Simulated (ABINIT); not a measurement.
Crystal: Hf.

```
Hf
1.0
     3.19670    0.00000    0.00000
    -1.59835    2.76842    0.00000
     0.00000    0.00000    5.05780
Hf
2
Cartesian
  1.5984 0.9228 3.7934
  0.0000 1.8456 1.2645
```

- Program: ABINIT 10.8.3 (patched build)
- Task: relaxation of cell and atoms
- Functional: PBE
- Dispersion: D3
- Potentials or basis: JTH PAW PBE v2.0
- Cutoff: 517 eV
- k mesh: 10 × 10 × 5
- Occupations: fermi-dirac, width 0.05 eV
- Spin: no spin polarisation

At the start: pressure -2.9 GPa; volume 22.38 Å³/atom.

Question: How do energy, volume and symmetry change on relaxing?

Answer: Over 3 steps the energy falls by 5.7 meV/atom and the volume is 21.78 Å³/atom (-2.7 %); space group P6_3/mmc (No. 194, to 0.05 Å).

The path:
| step | energy change (eV) | largest force (eV/Å) | pressure (GPa) | volume (Å³) |
| --- | --- | --- | --- | --- |
| 1 | 0.0000 | 0.0000 | -2.88 | 44.76 |
| 2 | -0.0056 | 0.0000 | -1.99 | 44.38 |
| 3 | -0.0113 | 0.0000 | 0.06 | 43.55 |

Final structure:
```yaml
crystal:
  lattice:
    - [3.16889, 0.00000, 0.00000]
    - [-1.58445, 2.74434, 0.00000]
    - [0.00000, 0.00000, 5.00790]
  atoms:
    - { symbol: Hf, position: [0.66667, 0.33333, 0.75000] }
    - { symbol: Hf, position: [0.33333, 0.66667, 0.25000] }
```

Caveat: the log and the count of SCF iterations are those of the last ABINIT call alone; pairwise dispersion overbinds metals, which lowers pressure and volume.
